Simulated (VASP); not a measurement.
# Ge in VASP: the effect of strain

The system is Ge.

```
Ge
1.0
     5.03096    0.00000    0.00000
     0.00000    5.03096    0.00000
     0.00000    0.00000    2.65536
Ge
3
Direct
  0.00000 0.00000 0.00000
  0.00000 0.50000 0.00000
  0.50000 0.00000 0.00000
```

The cell isn't the ideal one: strain = -0.04.

Alike in all runs:

| Item | Value |
| --- | --- |
| Program | VASP 6.6.1 |
| Task | relaxation of the atoms |
| Functional | PBE |
| Potentials or basis | VASP PAW PBE potentials, release 64 (Ge_d) |
| Cutoff | 520 eV |
| k mesh | 5 × 5 × 10 |
| Occupations | fermi-dirac, width 0.05 eV |
| Spin | no spin polarisation |
| Strain kind | biaxial_xy |
| Further INCAR settings | ALGO = Normal; EDIFF = 1e-06; IBRION = 2; EDIFFG = -0.005; NSW = 40 |

Each run relaxes the cell or the atoms first.

**Question.** One run gave: pressure -2.8 GPa. Which strain did it use?
A. -0.01
B. -0.02
C. 0.04
D. 0
E. -0.04

**Answer.** C.

```tsv
strain	pressure (GPa)
-0.04	4.5
-0.02	2.0
-0.01	0.9
0	0.0
0.01	-0.8
0.02	-1.5
0.04	-2.8
```

Caveats: the relaxation stopped at its first step, so nothing moved.
